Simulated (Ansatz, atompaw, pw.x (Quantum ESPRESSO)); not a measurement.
**hydrogen: one change to the PAW (atompaw) potential, in the atom and in the diamond crystal**

```json
{
  "Element": "hydrogen",
  "Generator": "atompaw 4.2.0.5",
  "Type": "PAW",
  "Functional": "PBE",
  "Relativity": "scalar-relativistic",
  "Frozen core": "none",
  "Valence charge": "1",
  "Reference configuration": "1s1",
  "Partial waves": "1s (bound): rc 1.50 bohr; 1s channel at -0.15 Ry: rc 1.50 bohr; 2p channel at -0.15 Ry: rc 1.50 bohr",
  "Local potential": "bessel scheme, radius 1.25 bohr",
  "Core correction": "none",
  "Augmentation charge": "sinc compensation charge, radius 1.10 bohr; PAW radius 1.50 bohr; waves and projectors: custom polynom2 7 10 vanderbiltortho"
}
```

Change: wave 1s (bound): rc 1.50 bohr becomes 1s (bound): rc 1.44 bohr.

Cutoffs, loose and tight: the cutoffs (Ry, on a coarse ladder) from which the occupation-weighted sum of valence levels, in a spherical-Bessel basis at the reference potential, stays within 10 and 1 mRy of its value at 400 Ry. They see the waves and projectors alone, not the compensation charge or the core.

Crystal test: diamond H in pw.x 7.5, no spin, 15³ k-points, Fermi–Dirac smearing 0.01 Ry, cutoffs set for each file from its atomic test. The reference is all-electron LAPW (Ansatz 0.2.0) with the same functional, mesh and smearing; V0 and B0 come from Birch–Murnaghan fits to the pressures at five volumes. Errors are pseudo minus all-electron; Δ is the rms difference of the E(V) curves that follow from these fits, minima aligned, over ±6 % about the mean V0. Mesh and smearing are coarse, so the numbers serve the comparison and aren't converged zero-temperature values; the lattice is a test structure that the element need not adopt.

All-electron: a0 = 3.013 Å (V0 = 3.42 Å³/atom), B0 = 91.2 GPa.

Does the change bring the crystal closer to the all-electron result?

The mean pressure error goes from +0.80 to +0.68 GPa, so the change moves the solid closer to the all-electron pressures.

```csv
quantity,base,changed
outcome (atom),generated,generated
"cutoff, loose (atom)",10 Ry,10 Ry
"cutoff, tight (atom)",15 Ry,15 Ry
bound ghosts (atom),none,none
cutoffs in pw.x (Ry),40/400,40/400
a0 (Å),3.022,3.020
a0 error (%),+0.29,+0.24
B0 error (%),+0.4,+0.2
Δ (meV/atom),0.6,0.5
mean pressure error (GPa),+0.80,+0.68
```

Base: The largest radius (1.50 bohr) exceeds half the bond length (1.23 bohr), so the spheres overlap, which is one possible source of error among others. Changed file: The largest radius (1.50 bohr) exceeds half the bond length (1.23 bohr), so the spheres overlap, which is one possible source of error among others. The atomic cutoffs weigh occupied waves only.
